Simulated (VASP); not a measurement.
Wanted: the native input for a VASP 6.6.1 run.

| Item | Value |
| --- | --- |
| Task | RPA correlation energy |
| Functional | PBE |
| Potentials or basis | VASP PAW PBE potentials, release 64 (Ir_sv_GW) |
| Cutoff | 450 eV |
| k mesh | 8 × 8 × 8 |
| Occupations | gaussian, width 0.05 eV |
| Spin | no spin polarisation |
| Cutoff of the response function | 250 |
| Frequency points | 12 |
| Further INCAR settings | ALGO = ACFDT; EDIFF = 1e-08; NBANDS = 327 |

Ir:

```
Ir
1.0
    -1.53954    1.53954    1.53954
     1.53954   -1.53954    1.53954
     1.53954    1.53954   -1.53954
Ir
1
Direct
  0.00000 0.00000 0.00000
```

This isn't the form of Ir at room conditions, which is fcc.

One way to write it, as run:

POSCAR

```
Ir
1.0
   -1.5395400000      1.5395400000      1.5395400000
    1.5395400000     -1.5395400000      1.5395400000
    1.5395400000      1.5395400000     -1.5395400000
Ir
1
Direct
    0.0000000000      0.0000000000      0.0000000000
```

INCAR.step1

```
PREC = Accurate ; ENCUT = 450
EDIFF = 1E-8 ; ISMEAR = 0
SIGMA = 0.05 ; LREAL = False
LASPH = True ; NELM = 80
ALGO = Normal ; LWAVE = True
LCHARG = False ; GGA = PE
```

INCAR.step2

```
PREC = Accurate ; ENCUT = 450
EDIFF = 1E-8 ; ISMEAR = 0
SIGMA = 0.05 ; LREAL = False
LASPH = True ; NELM = 1
ALGO = EIGENVAL ; LWAVE = False
LCHARG = False ; GGA = PE
LHFCALC = True ; AEXX = 1.0
ALDAC = 0.0 ; AGGAC = 0.0
ISTART = 1 ; PRECFOCK = Fast
```

INCAR.step3

```
PREC = Accurate ; ENCUT = 450
EDIFF = 1E-8 ; ISMEAR = 0
SIGMA = 0.05 ; LREAL = False
LASPH = True ; NELM = 1
ALGO = Exact ; LWAVE = True
LCHARG = False ; GGA = PE
NBANDS = 327 ; LOPTICS = True
ISTART = 1
```

INCAR.step4

```
PREC = Accurate ; ENCUT = 450
EDIFF = 1E-8 ; ISMEAR = 0
SIGMA = 0.05 ; LREAL = False
LASPH = True ; NELM = 80
ALGO = ACFDT ; LWAVE = False
LCHARG = False ; GGA = PE
NBANDS = 327 ; ENCUTGW = 250
NOMEGA = 12 ; ISTART = 1
PRECFOCK = Fast
```

KPOINTS

```
Automatic mesh
0
Gamma
  8 8 8
```

Potentials or basis: VASP PAW PBE potentials, release 64 (Ir_sv_GW).

Launch:

```bash
$ cat potpaw_PBE.64/Ir_sv_GW/POTCAR > POTCAR
$ cp INCAR.step1 INCAR
$ mpirun -np 1 vasp_std > vasp.out
$ cp INCAR.step2 INCAR
$ mpirun -np 1 vasp_std > vasp.out
$ cp INCAR.step3 INCAR
$ mpirun -np 1 vasp_std > vasp.out
$ cp INCAR.step4 INCAR
$ mpirun -np 1 vasp_std > vasp.out
```

It gave:

```
Band gap on the k mesh, mean-field level : none (metal or under the smearing width)
RPA correlation energy                   : -31.513 eV/atom
RPA total energy per cell                : -39.455 eV
RPA correlation energy per cell          : -31.513 eV
```

Caveat: the k mesh is coarse (spacing up to 0.36 Å⁻¹), so the values aren't converged; the ground state has no gap, which makes the many-body step unreliable.

Run time: 65 min on 1 thread of AMD EPYC 7R13 Processor (Zen 3) (shared host), peak memory 1.1 GiB.
